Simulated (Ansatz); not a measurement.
Calculated with Ansatz (gas phase, PBE0-D4/def2-TZVP geometries, no zero-point term in ΔE). CCSD(T)/CBS is the MP2 limit (def2-TZVPP, def2-QZVPP) plus CCSD(T) − MP2 in def2-TZVPP, frozen cores. Functionals use def2-TZVPP. B3LYP here is the variant with VWN-RPA as its local correlation; programs differ in this. HSE06 is defined as in plane-wave codes. Each species was taken in one conformer, which may not be the lowest.

Consider the ligand exchange at the Si–O bond: `CCBO[SiH3]` + `N=C(N)O` → `N=C(N)O[SiH3]` + `CCBO`.

`CCBO[SiH3]`:

```xyz
14

C     1.153    2.045    0.778
C     1.066    0.850   -0.165
B    -0.042   -0.198    0.180
O    -0.558   -0.988   -0.795
Si   -1.676   -2.204   -0.761
H     1.999    2.693    0.539
H     1.265    1.722    1.816
H     0.248    2.657    0.727
H     2.013    0.287   -0.128
H     0.972    1.169   -1.209
H    -0.436   -0.352    1.312
H    -2.184   -2.403    0.621
H    -1.028   -3.445   -1.249
H    -2.791   -1.834   -1.665
```

`N=C(N)O`:

Z-matrix (Å, degrees):
```
C
N 1 1.363
O 1 1.359 2 109.6
N 1 1.268 2 122.3 3 178.4
H 2 1.004 1 117.1 3 24.2
H 2 1.004 1 114.8 3 167.0
H 3 0.961 1 108.5 2 -180.0
H 4 1.014 1 112.8 2 -175.5
```

`N=C(N)O[SiH3]`:

```xyz
11

N    -0.287    1.534    0.533
C    -0.693    0.336    0.448
N    -1.878   -0.063    0.991
O    -0.063   -0.721   -0.126
Si    1.449   -0.636   -0.815
H     0.636    1.677    0.137
H    -2.287   -0.905    0.628
H    -2.503    0.678    1.251
H     1.455    0.333   -1.940
H     2.457   -0.224    0.193
H     1.713   -2.007   -1.300
```

`CCBO`:

```xyz
11

C     1.000   -0.562   -0.882
C     0.199   -0.302    0.393
B    -1.131    0.500    0.167
O    -1.584    1.452    1.017
H     1.360    0.371   -1.323
H     1.872   -1.193   -0.694
H     0.385   -1.059   -1.635
H     0.834    0.169    1.155
H    -0.103   -1.269    0.824
H    -1.839    0.284   -0.781
H    -0.993    1.607    1.760
```

Q: Is it downhill or uphill in electronic energy at CCSD(T)/CBS, and by how much? (Estimate.)

A: The calculation gave: Uphill: ΔE = +0.04 eV.

Q: What do these levels give: PBE-D4, PBE0-D4, ωB97M-V, PBE, r2SCAN, PBE0, B3LYP, r2SCAN0, HSE06, MP2/def2-SVP, MP2/def2-QZVPP, HF/CBS(def2)? (Estimate.)

A: Computed: PBE-D4 0.01, PBE0-D4 0.04, ωB97M-V 0.04, PBE 0.03, r2SCAN 0.04, PBE0 0.05, B3LYP 0.07, r2SCAN0 0.06, HSE06 0.05, MP2/def2-SVP 0.03, MP2/def2-QZVPP 0.04, HF/CBS(def2) 0.14 eV.

Largest T1 diagnostic among the species: 0.013.

Leaving LDA and LC-ωPBE aside and taking each functional with its dispersion term where it has one, the values, not all of them listed here, spread over 0.07 eV, from revPBE-D4 to BHLYP-D4. LDA lies −0.04 eV from PBE without D4. In def2-TZVPP, CCSD(T) changes the Hartree–Fock value by −0.11 eV (the triples alone add −0.02 eV) and MP2 by −0.11 eV. From BLYP to BHLYP (50 % exact exchange), in def2-TZVPP and without D4, ΔE moves by +0.03 eV.
